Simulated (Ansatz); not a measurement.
# CO₂: ¹⁷O NMR of the central transition

Cell: a Materials Project structure (computed, not necessarily an observed phase).

Space group Pbcn (No. 60); a = 4.7845, b = 6.3155, c = 5.6789 Å.

```csv
site,Wyckoff,site symmetry,x,y,z
C,4c,.2.,0.5000,0.8530,0.7500
O,8d,1,0.7010,0.1463,0.1336
```

One atom of each set is listed.

Method: Kohn–Sham DFT in Ansatz, r2SCAN, plane waves and PAW (field gradients read without the response of the frozen cores, which leaves them typically 4 to 6 % off), scalar-relativistic, 500 eV cutoff, Γ-centred 5×4×4 k-points, Fermi–Dirac smearing 0.02 eV.

¹⁷O has I = 5/2 and Q = -25.58 mb (Pyykkö 2018); at 28.2 T its Larmor frequency is ν₀ = 162.8 MHz. Only the quadrupole interaction is simulated: positions count from each site's isotropic chemical shift, and J coupling is left out, as are shift anisotropy and dipolar coupling, which fast spinning averages.

(1) What does the ¹⁷O spectrum (fast magic-angle spinning) show for each site?

Results:

(1) 

```
site    first shell  C_Q (MHz)     η  P_Q (MHz)  δ_QIS (ppm)  breadth (kHz)
   O  1 C at 1.17 Å      -4.95  0.03       4.95        -5.55           1.96
```

δ_QIS = −(ν_Q²/30ν₀²)[I(I+1) − 3/4](1 + η²/3) × 10⁶ ppm with ν_Q = 3|C_Q|/[2I(2I−1)]; it falls as 1/B₀² in ppm, and the breadth as 1/B₀ in kHz.

At O V_zz points along its bond to C (within 1°).

The largest force is 0.7 eV/Å, so the atoms aren't at the calculated equilibrium and relaxing them would move these values.
